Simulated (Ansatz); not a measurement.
**F: a listed cell, distorted in several ways**

A set of self-consistent runs on F under further strains and shifts, swapped elements, distortions that keep the symmetry, other functionals, to map its energy surface near the listed cell.

Program: Ansatz 0.2.0. Level of theory: DFT PBEsol, scalar-relativistic, plane waves, PAW. These are calculated values, not measurements.

1 further run of the same task is left out (set aside as unsound or not needed).

**1. The structure to begin with**

Symmetry: C2/m, No. 12, monoclinic system. The conventional cell has a = 5.500 Å, b = 3.280 Å, c = 7.284 Å, α = 90.00°, β = 102.17°, γ = 90.00°. Around F (site symmetry m) lie 1 F at 1.44 Å. F (site symmetry m) has 1 F at 1.45 Å as nearest neighbours.

Structure file:

```cif
data_structure
_symmetry_space_group_name_H-M 'C2/m'
_symmetry_Int_Tables_number 12
_cell_length_a 5.5000
_cell_length_b 3.2800
_cell_length_c 7.2838
_cell_angle_alpha 90.000
_cell_angle_beta 102.174
_cell_angle_gamma 90.000
_cell_volume 128.45
loop_
_atom_site_label
_atom_site_type_symbol
_atom_site_symmetry_multiplicity
_atom_site_Wyckoff_symbol
_atom_site_fract_x
_atom_site_fract_y
_atom_site_fract_z
_atom_site_occupancy
F1 F 4 i 0.05040 0.00000 0.09960 1
F2 F 4 i 0.50500 0.00000 0.60000 1
```

The structure comes from the Crystallography Open Database.

**2. One element swapped, cell strained: F → Br, first probe**

What differs from the listed cell: Br takes all sites of F, and lengths are scaled by 1.663 as a first guess of the size; strain xx, yy, zz, yz, xz, xy = +0.4, +2.1, +0.9, +0.0, -1.0, +0.0 %; atoms moved by 0.25 Å root mean square, at most 0.30 Å.

Input file input.yaml:

```yaml
crystal:
  lattice:
    - [4.5913843684, -2.7835761432, -0.0457368421]
    - [4.5913843684, 2.7835761432, -0.0457368421]
    - [-2.6829307397, 0.0, 11.9788127239]
  atoms:
    - { symbol: Br, position: [-0.0013028655, -0.0013028655, 0.1079395016] }
    - { symbol: Br, position: [1.0013028655, 1.0013028655, 0.8920604984] }
    - { symbol: Br, position: [0.4711887657, 0.4711887657, 0.5931296002] }
    - { symbol: Br, position: [0.5288112343, 0.5288112343, 0.4068703998] }
basis:
  ecutwfc: 420
kpoints:
  mp_grid: { grid: [4, 4, 2] }
hamiltonian:
  xc: pbesol
scf:
  occupations: { method: gaussian, width: 0.1 }
output:
  forces: true
  stress: true
  eigenvalues: true
```

The run is started by

```bash
$ ansatz run input.yaml --threads 1 --pin off --max-ram 1331MiB --backend cpu --events-out ev --progress --plain --runs-dir out
```

**3. One element swapped, cell strained: F → Br**

Changes to input.yaml since step 2:

```diff
@@ -13,3 +13,3 @@
 kpoints:
-  mp_grid: { grid: [4, 4, 2] }
+  mp_grid: { grid: [6, 6, 4] }
 hamiltonian:
@@ -17,3 +17,3 @@
 scf:
-  occupations: { method: gaussian, width: 0.1 }
+  occupations: { method: gaussian, width: 0.02 }
 output:
```

**4. A distortion that keeps the symmetry**

Input file input.yaml:

```yaml
crystal:
  lattice:
    - [2.9019375, -1.6381632, -0.048015]
    - [2.9019375, 1.6381632, -0.048015]
    - [-1.7451901017, 0.0, 7.087172967]
  atoms:
    - { symbol: F, position: [0.0590523014, 0.0590523014, 0.1257013426] }
    - { symbol: F, position: [0.9409476986, 0.9409476986, 0.8742986574] }
    - { symbol: F, position: [0.4883534761, 0.4883534761, 0.6367583557] }
    - { symbol: F, position: [0.5116465239, 0.5116465239, 0.3632416443] }
basis:
  ecutwfc: 420
kpoints:
  mp_grid: { grid: [10, 10, 4] }
hamiltonian:
  xc: pbesol
scf:
  occupations: { method: gaussian, width: 0.02 }
output:
  forces: true
  stress: true
  eigenvalues: true
```

**5. A change within the space group**

Input file input.yaml:

```yaml
crystal:
  lattice:
    - [2.7503575, -1.6545468, 0.11]
    - [2.7503575, 1.6545468, 0.11]
    - [-1.2514088813, 0.0, 7.3829677112]
  atoms:
    - { symbol: F, position: [0.0428394611, 0.0428394611, 0.0958585886] }
    - { symbol: F, position: [0.9571605389, 0.9571605389, 0.9041414114] }
    - { symbol: F, position: [0.5152749238, 0.5152749238, 0.6080087584] }
    - { symbol: F, position: [0.4847250762, 0.4847250762, 0.3919912416] }
basis:
  ecutwfc: 420
kpoints:
  mp_grid: { grid: [10, 10, 4] }
hamiltonian:
  xc: pbesol
scf:
  occupations: { method: gaussian, width: 0.02 }
output:
  forces: true
  stress: true
  eigenvalues: true
```

**6. Another functional, on a distorted cell: PBE**

Input file input.yaml:

```yaml
crystal:
  lattice:
    - [2.7642175, -1.6484788, 0.0]
    - [2.7642175, 1.6484788, 0.0]
    - [-1.5439511717, 0.0, 7.1568305034]
  atoms:
    - { symbol: F, position: [0.0504, 0.0504, 0.0996] }
    - { symbol: F, position: [0.9496, 0.9496, 0.9004] }
    - { symbol: F, position: [0.505, 0.505, 0.6] }
    - { symbol: F, position: [0.495, 0.495, 0.4] }
basis:
  ecutwfc: 420
kpoints:
  mp_grid: { grid: [10, 10, 4] }
hamiltonian:
  xc: pbe
scf:
  occupations: { method: gaussian, width: 0.02 }
output:
  forces: true
  stress: true
  eigenvalues: true
```

**7. A change within the space group**

Input file input.yaml:

```yaml
crystal:
  lattice:
    - [2.7345725, -1.679524, 0.02816]
    - [2.7345725, 1.679524, 0.02816]
    - [-1.4544839791, 0.0, 7.2800133512]
  atoms:
    - { symbol: F, position: [0.0302578848, 0.0302578848, 0.0808230632] }
    - { symbol: F, position: [0.9697421152, 0.9697421152, 0.9191769368] }
    - { symbol: F, position: [0.5053446628, 0.5053446628, 0.6196681331] }
    - { symbol: F, position: [0.4946553372, 0.4946553372, 0.3803318669] }
basis:
  ecutwfc: 420
kpoints:
  mp_grid: { grid: [10, 10, 4] }
hamiltonian:
  xc: pbesol
scf:
  occupations: { method: gaussian, width: 0.02 }
output:
  forces: true
  stress: true
  eigenvalues: true
```

**8. A change within the space group**

Input file input.yaml:

```yaml
crystal:
  lattice:
    - [2.72525, -1.5540804, -0.08767]
    - [2.72525, 1.5540804, -0.08767]
    - [-1.7491721476, 0.0, 7.341363683]
  atoms:
    - { symbol: F, position: [0.0476458983, 0.0476458983, 0.0996726265] }
    - { symbol: F, position: [0.9523541017, 0.9523541017, 0.9003273735] }
    - { symbol: F, position: [0.5100627846, 0.5100627846, 0.596860384] }
    - { symbol: F, position: [0.4899372154, 0.4899372154, 0.403139616] }
basis:
  ecutwfc: 420
kpoints:
  mp_grid: { grid: [10, 10, 4] }
hamiltonian:
  xc: pbesol
scf:
  occupations: { method: gaussian, width: 0.02 }
output:
  forces: true
  stress: true
  eigenvalues: true
```

**Question.** What will these runs give? Wanted: for each run, case; energy; pressure; largest force.

The runs gave:

```
step                                          case  energy (meV/atom)  pressure (GPa)  largest force (eV/Å)  gap on the mesh (eV)
   3    one element swapped, cell strained: F → Br                n/a            -2.1                  2.50                  0.78
   4          a distortion that keeps the symmetry               +0.0           -11.4                  2.66                  0.00
   5               a change within the space group             -608.9            -6.9                  3.88                  1.17
   6  another functional, on a distorted cell: PBE                n/a            -1.8                  1.12                  2.28
   7               a change within the space group             -126.0             8.6                 15.26                  0.36
   8               a change within the space group             -723.7            -3.2                  1.71                  2.12
```

Energies are counted from step 4, with the smearing taken to zero. Other atoms or functionals have another zero of energy (n/a). A gap of 0.00 means none on the mesh at this level.

Among the distorted cells of the listed formula and level the largest force, 15.26 eV/Å, comes in step 7, shared by 2 atoms. Among the distorted cells of the listed formula and level the gap runs from none (metal) to 2.12 eV. With holes in the anion's p shell and no spin polarisation, a magnetic state may well lie lower, so these values are doubtful. Where forces pass 15 eV/Å atoms stand far too close, the PAW spheres overlap strongly and those numbers are rough.

These are semilocal Kohn-Sham gaps, which aren't the measured quantity. Such gaps usually fall short of the measured ones.
